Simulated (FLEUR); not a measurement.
# Mo (Im-3m) in FLEUR: a series of runs, part 2 of 2

FLEUR MaX-R8.1 (later development tree). Earlier steps stand in the parts before.

## Step 5: Equation of state, SCAN, 15.89 Å³/atom

Input file inp.xml:

```xml
<?xml version="1.0" encoding="UTF-8" standalone="no"?>
<fleurInput fleurInputVersion="0.39">
   <comment>
      Mo                                                                                                  
   </comment>
   <calculationSetup>
      <cutoffs Kmax="4.17" Gmax="12.9" GmaxXC="12.9" numbands="0"/>
      <scfLoop itmax="60" minDistance="0.00001" maxIterBroyd="15" imix="Anderson" alpha="0.05" precondParam="0.0" spinf="2.0" sdNocoIR="T"/>
      <coreElectrons ctail="F" frcor="F" kcrel="0" coretail_lmax="0"/>
      <xcFunctional name="LibXC" relativisticCorrections="F">
         <LibXCName exchange="mgga_x_scan" correlation="mgga_c_scan"/>
         <AuxGGA exchange="117" correlation="130"/>
      </xcFunctional>
      <magnetism jspins="1"/>
      <soc l_soc="F" theta="0.0" phi="0.0" spav="F"/>
      <expertModes spex="0" secvar="F"/>
      <geometryOptimization l_f="F" forcealpha="1.0" forcemix="BFGS" epsdisp="0.00001" epsforce="0.00001"/>
      <ldaU l_linMix="F" mixParam="0.05" spinf="1.0"/>
   </calculationSetup>
   <cell>
      <bzIntegration valenceElectrons="14.0" mode="hist" fermiSmearingEnergy="0.00183747">
         <kPointListSelection listName="default-1"/>
         <!-- k-points included here -->
         <xi:include xmlns:xi="http://www.w3.org/2001/XInclude" href="kpts.xml"> </xi:include>
      </bzIntegration>
      <!-- symmetry operations included here -->
      <xi:include xmlns:xi="http://www.w3.org/2001/XInclude" href="sym.xml"> </xi:include>
      <bulkLattice scale="1.0000000000">
         <bravaisMatrix>
            <row-1>   -2.9929651905752968     2.9929651905752968     2.9929651905752968</row-1>
            <row-2>    2.9929651905752968    -2.9929651905752968     2.9929651905752968</row-2>
            <row-3>    2.9929651905752968     2.9929651905752968    -2.9929651905752968</row-3>
         </bravaisMatrix>
      </bulkLattice>
   </cell>
   <atomSpecies>
      <species name="Molybdenum (Mo)" element="Mo" atomicNumber="42">
         <mtSphere radius="2.35" gridPoints="793" logIncrement="0.016"/>
         <atomicCutoffs lmax="10" lnonsphr="8"/>
         <electronConfig flipSpins="F">
            <coreConfig>(1s1/2) (2s1/2) (2p1/2) (2p3/2) (3s1/2) (3p1/2) (3p3/2) (3d3/2) (3d5/2)</coreConfig>
            <valenceConfig>(4s1/2) (4p1/2) (4p3/2) (5s1/2) (4d3/2) (4d5/2)</valenceConfig>
            <stateOccupation state="(5s1/2)" spinUp="0.500000" spinDown="0.500000"/>
            <stateOccupation state="(4d3/2)" spinUp="1.000000" spinDown="1.000000"/>
            <stateOccupation state="(4d5/2)" spinUp="1.500000" spinDown="1.500000"/>
         </electronConfig>
         <energyParameters s="5" p="5" d="4" f="4"/>
         <lo type="SCLO" l="0" n="4" eDeriv="0"/>
         <lo type="SCLO" l="1" n="4" eDeriv="0"/>
         <lo type="SCLO" l="1" n="4" eDeriv="1"/>
         <lo type="SCLO" l="2" n="4" eDeriv="2"/>
         <lo type="SCLO" l="3" n="4" eDeriv="2"/>
      </species>
   </atomSpecies>
   <atomGroups>
      <atomGroup species="Molybdenum (Mo)">
         <relPos label="                   1">.0000000000 .0000000000 .0000000000</relPos>
         <force calculate="T" relaxXYZ="TTT"/>
      </atomGroup>
   </atomGroups>
   <output dos="F" band="F" slice="F">
      <checks vchk="F" cdinf="F"/>
      <bandDOS minEnergy="-.5*Htr" maxEnergy="0.5*Htr" sigma="0.015" storeEVData="T"/>
      <vacuumDOS vacdos="F" integ="F" star="F" nstars="0" locx1="0.0" locy1="0.0" locx2="0.0" locy2="0.0" nstm="0" tworkf="0.0"/>
      <unfoldingBand unfoldBand="F" supercellX="1" supercellY="1" supercellZ="1"/>
      <plotting iplot="0" polar="F">
         <plot TwoD="T" vec1="  1.0  0.0  0.0" vec2="  0.0  1.0  0.0" vec3="  0.0  0.0  1.0" zero="  0.0  0.0  0.0" file="plot"/>
      </plotting>
      <chargeDensitySlicing numkpt="0" minEigenval="0.0" maxEigenval="0.0" nnne="0" pallst="F"/>
      <specialOutput eonly="F"/>
      <moessbauerParams electricFieldGradient="T" isomerShift="T" coreHyperfine="T" valenceHyperfine="T"/>
      <magneticCircularDichroism mcd="F" energyLo="-10.0" energyUp="0.0"/>
   </output>
  <!-- We include the file relax.xml here to enable relaxations (see documentation) -->
  <xi:include xmlns:xi="http://www.w3.org/2001/XInclude" href="relax.xml"> <xi:fallback/> </xi:include>
</fleurInput>
```

Run with:

```
> inpgen -f crystal.txt -profile fastHighL
> # inp.xml edited to the form shown
> fleur_MPI
```

Wall time 23 s (1 thread of Arm Neoverse V1, shared host); peak memory 0.09 GiB.

It converged, with:

```yaml
Free_energy: -110208.9272 eV
Band_gap_on_the_k_mesh: none (metal or under the smearing width)
Valence_electrons_inside_the_program's_atomic_spheres: Mo 11.74 (radii Mo 2.35 bohr)
```

Caveat: the meta-GGA is that of a development version, with a GGA for the radial functions and cores and without core tails.

## Step 6: Equation of state, SCAN, 16.53 Å³/atom (volume scaled by 1.04)

Edit inp.xml of step 5 so:

```diff
@@ -27,3 +27,3 @@
       <xi:include xmlns:xi="http://www.w3.org/2001/XInclude" href="sym.xml"> </xi:include>
-      <bulkLattice scale="1.0000000000">
+      <bulkLattice scale="1.0131594038">
          <bravaisMatrix>
```

Potentials or basis: all-electron, FLAPW.

Run with:

```
> inpgen -f crystal.txt -profile fastHighL
> # inp.xml edited to the form shown
> fleur_MPI
```

Run time: 23 s. Hardware: 1 thread of Arm Neoverse V1, shared host; peak memory 0.09 GiB.

It converged, with:

* Free energy: -110208.8843 eV
* Band gap on the k mesh: none (metal or under the smearing width)
* Valence electrons inside the program's atomic spheres: Mo 11.67 (radii Mo 2.35 bohr)

Caveat: the meta-GGA is that of a development version, with a GGA for the radial functions and cores and without core tails.

## Step 7: Equation of state, SCAN, 16.85 Å³/atom (volume scaled by 1.06)

Edit inp.xml of step 6 so:

```diff
@@ -27,3 +27,3 @@
       <xi:include xmlns:xi="http://www.w3.org/2001/XInclude" href="sym.xml"> </xi:include>
-      <bulkLattice scale="1.0131594038">
+      <bulkLattice scale="1.0196128224">
          <bravaisMatrix>
```

Run with:

```
> inpgen -f crystal.txt -profile fastHighL
> # inp.xml edited to the form shown
> fleur_MPI
```

It took 24 s on 1 thread of Arm Neoverse V1, shared host; peak memory 0.09 GiB.

The run converged. Its results:

- Free energy: -110208.8502 eV
- Band gap on the k mesh: none (metal or under the smearing width)
- Valence electrons inside the program's atomic spheres: Mo 11.64 (radii Mo 2.35 bohr)

Caveat: the meta-GGA is that of a development version, with a GGA for the radial functions and cores and without core tails.

## Step 8: Equation of state, SCAN

This step only gathers the single runs of the series.

Results:

- Equilibrium volume: 15.53 Å³/atom
- Bulk modulus: 278 GPa

Energy against volume, from the lowest point:
```csv
volume (Å³/atom),energy (meV/atom)
14.938,16.58
15.256,0.00
15.892,2.79
16.527,45.74
16.845,79.85
```

Caveat: the meta-GGA is that of a development version, with a GGA for the radial functions and cores and without core tails.
